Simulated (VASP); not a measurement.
Crystal: ZrSe2.

```
CELL_PARAMETERS angstrom
3.79800 0.00000 0.00000
-1.89900 3.28916 0.00000
0.00000 0.00000 6.19200
ATOMIC_POSITIONS crystal
Zr 0.00000 0.00000 0.00000
Se 0.33333 0.66667 0.25000
Se 0.66667 0.33333 0.75000
```

| Item | Value |
| --- | --- |
| Program | VASP 6.6.1 |
| Task | relaxation of cell and atoms |
| Functional | LDA |
| Potentials or basis | VASP PAW LDA potentials, release 64 (Zr_sv, Se) |
| Cutoff | 600 eV |
| k mesh | 9 × 9 × 5 |
| Occupations | gaussian, width 0.03 eV |
| Spin | no spin polarisation |

At the start: pressure -3.0 GPa; volume 25.78 Å³/atom.

Q: How do energy, volume and symmetry change on relaxing?

A: Over 14 steps the energy falls by 20.3 meV/atom and the volume is 23.42 Å³/atom (-9.2 %); space group P-3m1 (No. 164, to 0.05 Å).

The path:
```
step  energy change (eV)  largest force (eV/Å)  pressure (GPa)  volume (Å³)
   1              0.0000                0.0474           -2.98        77.35
   2             -0.0055                0.7389            3.29        72.11
   3             -0.0297                0.3484            0.11        74.53
   4             -0.0405                0.2221           -0.04        74.06
   5             -0.0443                0.1018           -0.18        73.61
   6             -0.0443                0.0875           -0.22        73.55
   7             -0.0479                0.1007           -0.04        73.03
   8             -0.0555                0.1398            0.51        71.48
   9             -0.0517                0.1962            1.91        68.41
  10             -0.0572                0.1786            1.02        70.37
  11             -0.0588                0.1388            0.80        70.35
  12             -0.0610                0.0199            0.16        70.27
  13             -0.0610                0.0028            0.06        70.26
  14             -0.0610                0.0004            0.03        70.25
```

Final structure:
```
Zr Se
1.0
     3.69531    0.00000    0.00000
    -1.84766    3.20023    0.00000
     0.00000    0.00000    5.94061
Zr Se
1 2
Direct
  0.00000 0.00000 0.00000
  0.33333 0.66667 0.26704
  0.66667 0.33333 0.73296
```
